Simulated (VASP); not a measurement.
**GaN (F-43m) under biaxial strain in the (111) plane**

How do the elastic response and the band edges of GaN follow biaxial strain in the (111) plane?

Method: LDA; plane waves and PAW (Ga_d, N); cell typed or built by script, in the first sound run; inputs show where later runs differ, in VASP 6.6.1.

**1. Starting point**

Symmetry: F-43m, No. 216, cubic system. Conventional cell: a = 4.500 Å, b = 4.500 Å, c = 4.500 Å, α = 90.00°, β = 90.00°, γ = 90.00°. Ga has 4 N at 1.95 Å nearest. Nearest to N lie 4 Ga at 1.95 Å. Farther neighbours and most contacts between anions are not listed.

**2. Relax the crystal, LDA**

The series starts from the cell that this level prefers, so that zero strain is near zero stress.

This step took 2 runs in a row; the last is shown.

Level: LDA; plane waves and PAW (Ga_d, N); cell typed or built by script.

The input, INCAR:

```
SYSTEM = GaN
PREC = Accurate
ENCUT = 600
EDIFF = 1E-07
NELM = 120
ISMEAR = 0
SIGMA = 0.02
LREAL = .FALSE.
ALGO = Normal
GGA = CA
NBANDS = 15
LASPH = .TRUE.
LORBIT = 11
LWAVE = .FALSE.
LCHARG = .FALSE.
KPAR = 16
IBRION = 2
NSW = 40
ISIF = 3
EDIFFG = -0.005
POTIM = 0.4
```

The input, POSCAR:

```
GaN
1.0
    0.0000000000      2.2313343091      2.2313343091
    2.2313343091      0.0000000000      2.2313343091
    2.2313343091      2.2313343091      0.0000000000
Ga N
1 1
Direct
    0.0000000000      0.0000000000      0.0000000000
    0.2500000000      0.2500000000      0.2500000000
```

The input, KPOINTS:

```
Automatic mesh
0
Gamma
11 11 11
0 0 0
```

PAW data sets: Ga_d and N (LDA family, release 64).

Launch:

```console
$ mpirun -np 16 vasp_std
```

Log:

```text
[banner, memory and clock lines left out]
running   16 mpi-ranks, on    1 nodes
[...]
|                                                                             |
|           W    W    AA    RRRRR   N    N  II  N    N   GGGG   !!!           |
|           W    W   A  A   R    R  NN   N  II  NN   N  G    G  !!!           |
|           W    W  A    A  R    R  N N  N  II  N N  N  G       !!!           |
|           W WW W  AAAAAA  RRRRR   N  N N  II  N  N N  G  GGG   !            |
|           WW  WW  A    A  R   R   N   NN  II  N   NN  G    G                |
|           W    W  A    A  R    R  N    N  II  N    N   GGGG   !!!           |
|                                                                             |
|     For optimal performance we recommend to set                             |
|       NCORE = 2 up to number-of-cores-per-socket                            |
|     NCORE specifies how many cores store one orbital (NPAR=cpu/NCORE).      |
|     This setting can greatly improve the performance of VASP for DFT.       |
[...]
|     Unfortunately you need to use the default for GW and RPA                |
|     calculations (for HF NCORE is supported but not extensively tested      |
|     yet).                                                                   |
|                                                                             |

 LDA part: xc-table for (Slater(with rela. corr.)+CA(PZ))
 , standard interpolation
 POSCAR, INCAR and KPOINTS ok, starting setup
[...]
entering main loop
       N       E                     dE             d eps       ncg     rms          rms(c)
DAV:   1     0.857532580153E+02    0.85753E+02   -0.10353E+04  1880   0.234E+03
DAV:   2    -0.962955588987E+01   -0.95383E+02   -0.88750E+02  1925   0.361E+02
DAV:   3    -0.159400123772E+02   -0.63105E+01   -0.62836E+01  1827   0.774E+01
DAV:   4    -0.160128846994E+02   -0.72872E-01   -0.72858E-01  2165   0.873E+00
[...]
DAV:  11    -0.139446167820E+02    0.68215E-04   -0.22576E-04  2527   0.281E-01    0.128E-02
DAV:  12    -0.139446187308E+02   -0.19488E-05   -0.17683E-05  1939   0.487E-02    0.284E-03
DAV:  13    -0.139446186893E+02    0.41553E-07   -0.66328E-07  2552   0.156E-02
   1 F= -.13944619E+02 E0= -.13944619E+02  d E =-.139446E+02
[...]
reached required accuracy - stopping structural energy minimisation
```

Wall time 7.2 s (16 MPI ranks of Intel Xeon Platinum 8375C at 2.90GHz (Ice Lake), shared host); peak memory 2.5 GiB; 96 s of CPU time.

The logs omit lines about the potential files and the build; timing stands in the text.

OUTCAR, selected parts (step 2):

```text
  Total        0.0013546      0.0013546      0.0013546      0.0000000      0.0000000     -0.0000000
  in kB        0.0976818      0.0976818      0.0976818      0.0000000      0.0000000     -0.0000000
  external PRESSURE =       0.0976818 kB  Pullay stress =       0.0000000 kB

 POSITION                                       TOTAL-FORCE (eV/Angst)
 -----------------------------------------------------------------------------------
      0.00000      0.00000      0.00000        -0.000000     -0.000000     -0.000000
      1.11567      1.11567      1.11567         0.000000      0.000000      0.000000
 -----------------------------------------------------------------------------------
    total drift:                               -0.000000     -0.000000      0.000000

  FREE ENERGIE OF THE ION-ELECTRON SYSTEM (eV)
  ---------------------------------------------------
  free  energy   TOTEN  =       -13.9446186893 eV

  energy  without entropy=      -13.9446186893  energy(sigma->0) =      -13.94461869

 reached required accuracy - stopping structural energy minimisation

[... 3 further parts left out ...]
[key lines of the parts left out:]
E-fermi :   5.4486
```

Read from the output:

| Quantity | Value |
| --- | --- |
| energy(sigma→0) of the program | -13.9446 eV |
| stress, compression positive | 0.01 along [111], 0.01 across it (mean), GPa |
| volume | 22.219 Å³ |
| ionic steps | 1 |

**3. Strain along the normal, LDA**

One member in full: the plane is strained by -1 %, and the strain along the normal is moved by secant steps until the normal stress is under 0.012 GPa or five steps are spent; the atoms relax at each step.

This step took 4 runs, each at a new trial strain with the atoms of the one before; the last is shown.

Level: LDA; plane waves and PAW (Ga_d, N); cell typed or built by script.

Edit INCAR of step 2 so:

```diff
@@ -15,7 +15,7 @@
 LCHARG = .FALSE.
-KPAR = 16
-IBRION = 2
-NSW = 40
-ISIF = 3
-EDIFFG = -0.005
-POTIM = 0.4
+KPAR = 4
+IBRION = 1
+NSW = 25
+ISIF = 2
+EDIFFG = -0.004
+POTIM = 0.3
```

The input, POSCAR:

```
GaN
1.0
    0.0217879880      2.2308089540      2.2308089540
    2.2308089540      0.0217879880      2.2308089540
    2.2308089540      2.2308089540      0.0217879880
Ga N
1 1
Direct
    0.0007857708      0.0007857708      0.0007857708
    0.2492142292      0.2492142292      0.2492142292
```

KPOINTS is that of step 2.

Launch:

```console
$ mpirun -np 4 vasp_std
```

Log:

```text
[banner, memory and clock lines left out]
running    4 mpi-ranks, on    1 nodes
[...]
LDA part: xc-table for (Slater(with rela. corr.)+CA(PZ))
 , standard interpolation
 POSCAR, INCAR and KPOINTS ok, starting setup
[...]
entering main loop
       N       E                     dE             d eps       ncg     rms          rms(c)
DAV:   1     0.882373945554E+02    0.88237E+02   -0.10286E+04  4833   0.236E+03
DAV:   2    -0.957981152788E+01   -0.97817E+02   -0.90929E+02  5003   0.361E+02
DAV:   3    -0.159646806164E+02   -0.63849E+01   -0.63558E+01  4835   0.778E+01
DAV:   4    -0.160378883475E+02   -0.73208E-01   -0.73191E-01  5552   0.876E+00
[...]
DAV:  11    -0.139375795205E+02    0.59710E-04   -0.20648E-04  6668   0.264E-01    0.813E-03
DAV:  12    -0.139375814011E+02   -0.18806E-05   -0.16728E-05  4975   0.476E-02    0.210E-03
DAV:  13    -0.139375813940E+02    0.71232E-08   -0.53471E-07  6628   0.147E-02
   1 F= -.13937581E+02 E0= -.13937581E+02  d E =-.139376E+02
 BRION: g(F)=  0.194E-07 g(S)=  0.000E+00
 reached required accuracy - stopping structural energy minimisation
```

Elapsed: 30 s, on 4 MPI ranks; peak memory 0.68 GiB; 1.8 min of CPU time.

OUTCAR, selected parts (step 3):

```text
  Total        0.4416737      0.4416737      0.4416737     -0.2208811     -0.2208811     -0.2208811
  in kB       32.3447970     32.3447970     32.3447970    -16.1756356    -16.1756356    -16.1756356
  external PRESSURE =      32.3447970 kB  Pullay stress =       0.0000000 kB

 POSITION                                       TOTAL-FORCE (eV/Angst)
 -----------------------------------------------------------------------------------
      0.00352      0.00352      0.00352         0.000334      0.000334      0.000334
      1.11733      1.11733      1.11733        -0.000334     -0.000334     -0.000334
 -----------------------------------------------------------------------------------
    total drift:                               -0.000112     -0.000112     -0.000112

  FREE ENERGIE OF THE ION-ELECTRON SYSTEM (eV)
  ---------------------------------------------------
  free  energy   TOTEN  =       -13.9375813940 eV

  energy  without entropy=      -13.9375813940  energy(sigma->0) =      -13.93758139

[... 1 part as in an earlier step ...]

[... 3 further parts left out ...]
[key lines of the parts left out:]
E-fermi :   5.6566
```

Read from the output:

- energy(sigma→0) of the program: -13.9376 eV
- stress, compression positive: 0.00 along [111], 4.85 across it (mean), GPa
- ionic steps: 1

**4. Band edges, HSE06**

Short lines in KPOINTS_OPT sample the zone centre along and across the normal of the plane, for masses, and the other valleys.

Level: HSE06; plane waves and PAW (Ga_d, N); cell typed or built by script.

The input, INCAR:

```
SYSTEM = GaN
PREC = Accurate
ENCUT = 600
EDIFF = 1E-06
NELM = 100
ISMEAR = 0
SIGMA = 0.02
LREAL = .FALSE.
ALGO = Normal
LHFCALC = .TRUE.
AEXX = 0.25
GGA = PE
HFSCREEN = 0.2
LASPH = .TRUE.
NBANDS = 14
PRECFOCK = Fast
LWAVE = .FALSE.
LCHARG = .FALSE.
KPAR = 4
```

POSCAR is that of step 3.

The input, KPOINTS:

```
Automatic mesh
0
Gamma
6 6 6
0 0 0
```

The input, KPOINTS_OPT:

```
Line mode
6
Line-mode
Reciprocal
  0.00000000   0.00000000   0.00000000
  0.02059859   0.02059859   0.02059859

  0.00000000   0.00000000   0.00000000
 -0.01243011   0.01243011   0.00000000

  0.31000000   0.31000000   0.00000000
  0.50000000   0.50000000   0.00000000

  0.00000000   0.31000000   0.31000000
  0.00000000   0.50000000   0.50000000

  0.45000000   0.45000000   0.45000000
  0.50000000   0.50000000   0.50000000

  0.45000000   0.00000000   0.00000000
  0.50000000   0.00000000   0.00000000

  0.42500000   0.42500000   0.00000000
  0.42517338   0.44275221   0.01775221

  0.50000000   0.50000000   0.50000000
  0.48756989   0.51243011   0.50000000
```

Launch:

```console
$ mpirun -np 4 vasp_std
```

Log:

```text
[banner, memory and clock lines left out]
running    4 mpi-ranks, on    1 nodes
[...]
|                                                                             |
|               ----> ADVICE to this user running VASP <----                  |
|                                                                             |
|     You enforced a specific xc type in the INCAR file but a different       |
|     [... a line on the potential file left out ...]
|     I HOPE YOU KNOW WHAT YOU ARE DOING!                                     |
|                                                                             |

 LDA part: xc-table for (Slater+PW92), standard interpolation
 found WAVECAR, reading the header
 POSCAR, INCAR and KPOINTS ok, starting setup
[...]
reading WAVECAR
 the WAVECAR file was read successfully
 initial charge from wavefunction
 entering main loop
       N       E                     dE             d eps       ncg     rms          rms(c)
DAV:   1    -0.147684711995E+02   -0.14768E+02   -0.10934E+00  1224   0.318E+01    0.900E-01
DAV:   2    -0.147521826195E+02    0.16289E-01   -0.81175E-02  1244   0.697E+00    0.567E-01
DAV:   3    -0.147460336282E+02    0.61490E-02   -0.14249E-02  1160   0.278E+00    0.318E-01
DAV:   4    -0.147456441354E+02    0.38949E-03   -0.22144E-03  1352   0.924E-01    0.174E-01
[...]
DAV:   8    -0.147453594924E+02    0.72815E-05   -0.24787E-06   968   0.276E-02    0.154E-02
DAV:   9    -0.147453568136E+02    0.26788E-05   -0.83263E-07   580   0.143E-02    0.910E-03
DAV:  10    -0.147453559101E+02    0.90348E-06   -0.65614E-07   538   0.931E-03
   1 F= -.14745356E+02 E0= -.14745356E+02  d E =-.601945E-17
 Start KPOINTS_OPT (optional k-point list driver)
k-point batch [1-32\48]
       N       E                     dE             ncg
DAV:   1     0.471170080900E+03   -0.14853E+05      976
DAV:   2    -0.323105512032E+04   -0.37022E+04     1034
DAV:   3    -0.352670345926E+04   -0.29565E+03      980
DAV:   4    -0.353277580791E+04   -0.60723E+01     1096
DAV:   5    -0.353283563311E+04   -0.59825E-01     1106
DAV:   6    -0.353283672944E+04   -0.10963E-02     1304
DAV:   7    -0.353283674321E+04   -0.13766E-04      950
DAV:   8    -0.353283674353E+04   -0.31536E-06      832
k-point batch [33-48\48]
       N       E                     dE             ncg
DAV:   1     0.121081722638E+05   -0.12606E+05      480
DAV:   2     0.103028575812E+05   -0.18053E+04      508
DAV:   3     0.101743578898E+05   -0.12850E+03      502
DAV:   4     0.101716394417E+05   -0.27184E+01      496
DAV:   5     0.101716062082E+05   -0.33233E-01      540
DAV:   6     0.101716055386E+05   -0.66959E-03      610
DAV:   7     0.101716055251E+05   -0.13498E-04      436
DAV:   8     0.101716055247E+05   -0.49294E-06      402
```

Run time: 15 min. Hardware: 4 MPI ranks; peak memory 1.2 GiB.

Parts of OUTCAR (step 4):

```text
  LATTYP: Found a trigonal (rhomboedric) cell.
 ALAT       =     3.1549155131
 COS(alpha) =     0.5097425426

 Subroutine GETGRP returns: Found  6 space group operations
 (whereof  6 operations were pure point group operations)

The static configuration has the point symmetry C_3v.

 Found     32 irreducible k-points:

   k-points           NKPTS =     32   k-points in BZ     NKDIM =    216   number of bands    NBANDS=     14

   dimension x,y,z NGX =    28 NGY =   28 NGZ =   28
   dimension x,y,z NGXF=    56 NGYF=   56 NGZF=   56

   ENCUT  =  600.0 eV  44.10 Ry    6.64 a.u.   6.30  6.30  6.30*2*pi/ulx,y,z

   NELECT =      18.0000    total number of electrons

  exchange ACFDT corr.  =         0.00000000  see jH, gK, PRB 81, 115126

 E-fermi :   5.1668

 k-point     1 :       0.0000    0.0000    0.0000
  band No.  band energies     occupation
    ...
      5     -10.3124      2.00000
      6     -10.3124      2.00000
      7       4.9536      2.00000
      8       5.0563      2.00000
      9       5.0563      2.00000
     10       8.3522      0.00000
     11      17.0339      0.00000
     12      17.3916      0.00000
     13      17.3916      0.00000
     14      25.0247      0.00000

 k-point     2 :       0.1667    0.0000    0.0000
  band No.  band energies     occupation
    ...
      5     -10.3151      2.00000
      6     -10.3143      2.00000
      7       2.6352      2.00000
      8       4.6558      2.00000
      9       4.7438      2.00000
     10       9.9758      0.00000
     11      16.2654      0.00000
     12      17.5241      0.00000
     13      17.7653      0.00000
     14      23.6769      0.00000

 POSITION                                       TOTAL-FORCE (eV/Angst)
 -----------------------------------------------------------------------------------
      0.00352      0.00352      0.00352         0.000704      0.000704      0.000704
      1.11733      1.11733      1.11733        -0.000704     -0.000704     -0.000704
 -----------------------------------------------------------------------------------
    total drift:                               -0.000146     -0.000147     -0.000146

  FREE ENERGIE OF THE ION-ELECTRON SYSTEM (eV)
  ---------------------------------------------------
  free  energy   TOTEN  =       -14.7453559101 eV

  energy  without entropy=      -14.7453559101  energy(sigma->0) =      -14.74535591

[... 1 part as in an earlier step ...]

[... 7 further parts left out ...]
```

Read from the output:

```
energy(sigma→0) of the program : -14.7454 eV
```

[end of part 1 of 2]

[Lines on the potential files, build, host, timing and source positions are cut from VASP's logs without a mark.]

[Logs are printed without paths, hosts, clocks, repeated set-up lines and the standing remarks that a program may print on its own settings, such as how far it seeks lower states.]

[Hosts, paths, dates, database ids (printed as entryN), source tags and the programs' standing remarks are cut or masked in the printed files.]

[In band tables of VASP the shares of atoms and orbitals are scaled to a sum of 1 inside the atoms' spheres.]
